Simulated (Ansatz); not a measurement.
MoS2 under changes of volume

One of the cells (18.982 Å³/atom); the others are scaled copies at fixed shape and fractional positions:

```xyz
3
Lattice="3.2275 0.0000 0.0000 -1.6137 2.7951 0.0000 0.0000 0.0000 6.3125" Properties=species:S:1:pos:R:3 pbc="T T T"
Mo    0.0000    0.0000    3.1562
S     1.6137    0.9317    4.7008
S     0.0000    1.8634    1.6117
```

Measurements of this composition are mostly on another form, of space group No. 194.

| Property | Result |
| --- | --- |
| Program | Ansatz 0.2.0 |
| Functional | PBEsol |
| Potentials or basis | all-electron LAPW, scalar-relativistic |
| Cutoff | 238 eV (chosen from the basis error) |
| Basis error allowed | 0.002 eV/atom |
| k mesh | 9 × 9 × 4 |
| Occupations | fermi-dirac, width 0.05 eV |
| Spin | no spin polarisation |

```csv
volume (Å³/atom),energy over the lowest point (meV/atom),pressure (GPa),largest force (eV/Å)
17.843,10.75,5.6,1.086
18.222,1.63,2.2,0.703
18.602,0.00,-0.8,0.348
18.982,5.08,-3.4,0.020
19.361,16.16,-5.8,0.284
19.741,32.60,-8.0,0.566
20.120,?,?,?
```

Problem. What does the run at 20.120 Å³/atom give?

Solution. Energy over the lowest point 53.84 meV/atom; pressure -9.9 GPa; largest force 0.827 eV/Å.

Worked out: A Birch-Murnaghan fit of order 3 (a polynomial in V^(-2/3)) to the other rows has its minimum at 18.50 Å³/atom with B0 = V·E''(V) = 142 GPa and B' = 4.5 at fixed shape and positions, which overstates the stiffness. It gives 53.79 meV/atom at 20.120 Å³/atom, against the run's 53.84, and -dE/dV = -9.9 GPa, against -9.9.

Energies are extrapolated to zero smearing.

Caveats: this functional lacks dispersion, which binds the layers, so the pressure and a relaxed spacing across them are unreliable; forces of over 1 eV/Å show positions far from the minimum, so gaps and moduli don't describe the material at rest (some runs).
